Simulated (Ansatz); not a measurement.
## Ti (Im-3m), an elastic constant from a strain scan

Method: DFT PBEsol, scalar-relativistic, plane waves, PAW (Ansatz 0.2.0). Cutoff 420 eV, Γ-centred 26×26×26 k-points, Gaussian smearing of 0.15 eV. No spin polarisation. Energies are free energies at this smearing, counted from the undisturbed cell; pressure is positive in compression.

The undisturbed cell (relaxed at this level; this bcc form isn't the usual structure):

```xyz
1
Lattice="-1.6051 1.6051 1.6051 1.6051 -1.6051 1.6051 1.6051 1.6051 -1.6051" Properties=species:S:1:pos:R:3 pbc="T T T"
Ti    0.0000    0.0000    0.0000
```

The cell is strained by ε times the Voigt pattern (0, 1, 0, 0, 0, 0) (xx, yy, zz, yz, xz, xy; engineering shear) with fractional coordinates fixed. The cell holds 1 atom in V0 = 16.54 Å³. The stress column is τ = (1/V0) dE/dε, got from the stress tensor σ (compression positive) at each point as −det(1 + εP) σ : P(1 + εP)⁻¹, with P the pattern as a tensor.

| ε | ΔE (meV/atom) | τ (GPa) |
| --- | --- | --- |
| -0.1000 | 58.704 | -12.426 |
| -0.0750 | 31.892 | -8.555 |
| -0.0500 | 13.866 | -5.481 |
| -0.0250 | 3.411 | -2.652 |
| 0.0000 | 0.000 | -0.036 |
| 0.0250 | 2.982 | 2.293 |
| 0.0500 | 11.581 | 4.319 |
| 0.0750 | 25.033 | 6.057 |
| 0.0875 | 33.356 | 6.830 |
| 0.1000 | ? | ? |

Question: Which combination of elastic constants does this scan measure, and how large is it?

Answer: For small ε, τ = τ0 + Kε with K = pᵀCp, which for this pattern is C11 in the cubic axes. The parabola through τ at ε = -0.0250, 0 and 0.0250 has slope K = 99 GPa at zero. The energies per cell, E = NΔE, of the same two points give K = 2[E(ε₊)/ε₊ − E(ε₋)/ε₋]/[(ε₊ − ε₋)V0] = 99 GPa, in agreement.

Question: Predict the withheld row at ε = 0.1000 from the harmonic law, and compare.

Answer: ΔE = V0(τ0 ε + Kε²/2)/N = 50.688 meV/atom and τ = 9.85 GPa. The calculation gives 42.643 meV/atom and 7.55 GPa: the energy lies 16 % below the harmonic value, as bonds soften when stretched.

In a metal these slopes depend on the k mesh and the smearing.